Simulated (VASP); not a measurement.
Write the native input for VASP 6.6.1 that does the following.

* Task: band structure
* Functional: TPSS
* Potentials or basis: VASP PAW PBE potentials, release 64 (Ca_sv, B)
* Cutoff: 520 eV
* k mesh: 9 × 9 × 7
* Occupations: fermi-dirac, width 0.05 eV
* Spin: no spin polarisation
* Further INCAR settings: ALGO = Normal; EDIFF = 1e-06

The structure of CaB2 lies in POSCAR:

```
CaB2
1.0
    3.2264302843      0.0000000000      0.0000000000
   -1.6132151421      2.7941705897      0.0000000000
    0.0000000000      0.0000000000      4.0673920000
Ca B
1 2
Direct
    0.0000000000      0.0000000000      0.0000000000
    0.6666666667      0.3333333333      0.5000000000
    0.3333333333      0.6666666667      0.5000000000
```

The cell comes from a database or a generator and needn't be the stable form of this composition.

These files were run (other wordings do the same):

INCAR

```
  ALGO = Normal
  EDIFF = 1E-6
  ENCUT = 520
  ISIF = 2
  ISMEAR = -1
  LASPH = T
  LCHARG = F
  LMIXTAU = T
  LREAL = F
  LWAVE = F
  METAGGA = TPSS
  NELM = 60
  PREC = Accurate
  SIGMA = 0.05
```

KPOINTS

```
k-points
0
Gamma
  9 9 7
```

KPOINTS_OPT

```
path GMKGALHA,LM,KH
10
line-mode
reciprocal
 0.0000000000  0.0000000000  0.0000000000  G
 0.5000000000  0.0000000000  0.0000000000  M

 0.5000000000  0.0000000000  0.0000000000  M
 0.3333333333  0.3333333333  0.0000000000  K

 0.3333333333  0.3333333333  0.0000000000  K
 0.0000000000  0.0000000000  0.0000000000  G

 0.0000000000  0.0000000000  0.0000000000  G
 0.0000000000  0.0000000000  0.5000000000  A

 0.0000000000  0.0000000000  0.5000000000  A
 0.5000000000  0.0000000000  0.5000000000  L

 0.5000000000  0.0000000000  0.5000000000  L
 0.3333333333  0.3333333333  0.5000000000  H

 0.3333333333  0.3333333333  0.5000000000  H
 0.0000000000  0.0000000000  0.5000000000  A

 0.5000000000  0.0000000000  0.5000000000  L
 0.5000000000  0.0000000000  0.0000000000  M

 0.3333333333  0.3333333333  0.0000000000  K
 0.3333333333  0.3333333333  0.5000000000  H
```

Potentials or basis: VASP PAW PBE potentials, release 64 (Ca_sv, B).

Run with:

```bash
$ cat potpaw_PBE.64/Ca_sv/POTCAR potpaw_PBE.64/B/POTCAR > POTCAR
$ mpirun -np 1 vasp_std > vasp.out
```

Results of the run:

```yaml
Pressure: -0.3 GPa
Band_gap_along_the_path: none (metal or under the smearing width)
```

Caveat: the PAW data sets were made with another functional, which shifts forces and pressure a little.

Run time: 2.3 min on 1 thread of Intel(R) Xeon(R) Platinum 8375C CPU @ 2.90GHz (Ice Lake), on a shared host, peak memory 0.19 GiB.
